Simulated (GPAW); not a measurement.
A run of GPAW 26.7.0 is set up as follows.

run.py

```python
from ase.dft.bandgap import bandgap
from ase.io import write
from ase.spacegroup import crystal
from gpaw import GPAW

# In 4a
# As 4c
atoms = crystal(['In', 'As'],
                basis=[[0.0, 0.0, 0.0],
                       [0.25, 0.25, 0.25]],
                spacegroup=216, setting=1,  # F-43m
                cellpar=[6.036, 6.036, 6.036, 90.0, 90.0, 90.0],
                primitive_cell=True)

calc = GPAW(mode='lcao',
            h=0.2,
            basis='dzp',
            xc='PBE',
            kpts={'size': (6, 6, 6), 'gamma': True},
            occupations={'name': 'fermi-dirac', 'width': 0.05},
            convergence={'density': 1e-05, 'energy': 1e-05},
            maxiter=150,
            txt='gpaw.txt')
atoms.calc = calc
energy = atoms.get_potential_energy()
forces = atoms.get_forces()
calc.write('gs.gpw')
write('result.traj', atoms)
print(f'Energy: {energy:.6f} eV')
print('Forces (eV/A):')
print(forces.round(4))
print('Fermi level:', round(calc.get_fermi_level(), 4), 'eV')
print(f'Gap: {bandgap(calc)[0]:.4f} eV, direct: {bandgap(calc, direct=True)[0]:.4f} eV')

path = atoms.cell.bandpath('GXWKGLUWLK,UX', npoints=100, eps=1e-4)
bs_calc = calc.fixed_density(kpts=path, symmetry='off', txt='bands.txt')
bs = bs_calc.band_structure()
bs.write('bs.json')
print(f'Gap on the path: {bandgap(bs_calc)[0]:.4f} eV')
```

Potentials or basis: GPAW PAW data sets (gpaw-data 1.2.1), lcao:dzp.

Run with:

```bash
$ OMP_NUM_THREADS=1 python run.py
```

Problem. What does it give for the band gap along the path?

Solution. None (metal or under the smearing width).

Levels at the corners of the path, in eV from the Fermi level:
```tsv
point	band 6	band 7	band 8	band 9	band 10	band 11	band 12
Γ	-11.94	-0.18	-0.04	-0.04	-0.04	3.92	3.93
X	-9.90	-5.92	-2.38	-2.38	1.54	2.13	9.54
W	-9.85	-5.77	-3.02	-2.94	4.35	4.41	5.17
K	-9.91	-5.78	-3.34	-2.00	2.13	4.43	7.70
Γ	-11.94	-0.18	-0.04	-0.04	-0.04	3.92	3.93
L	-10.44	-5.85	-1.04	-1.04	0.98	4.89	4.89
U	-9.91	-5.78	-3.34	-2.00	2.13	4.43	7.70
W	-9.85	-5.77	-3.02	-2.94	4.35	4.41	5.17
L	-10.44	-5.85	-1.04	-1.04	0.98	4.89	4.89
K	-9.91	-5.78	-3.34	-2.00	2.13	4.43	7.70
U	-9.91	-5.78	-3.34	-2.00	2.13	4.43	7.70
X	-9.90	-5.92	-2.38	-2.38	1.54	2.13	9.54
```

Caveat: the real-space grid adds noise to forces; spin-orbit coupling is left out, which moves the levels of the heavy elements; the basis of atomic orbitals isn't converged, which shifts pressures, moduli and gaps.

**Experimental background.**

A printed reference work, data compilation reports, for a bulk crystal of InAs at 4.2 K: band gap 0.418 eV (direct).

Against the measured gap of InAs, 0.418 eV (direct; 4.2 K; a printed reference work, data compilation), the calculated 0.00 eV is off by -0.42 eV. Spin-orbit coupling on As, In is left out. The value is that of PBE in an atomic basis (GPAW PAW data sets (gpaw-data 1.2.1), lcao:dzp), whose error adds to the functional's,, without temperature or zero-point motion. Semilocal functionals fall short of measured gaps as a rule.
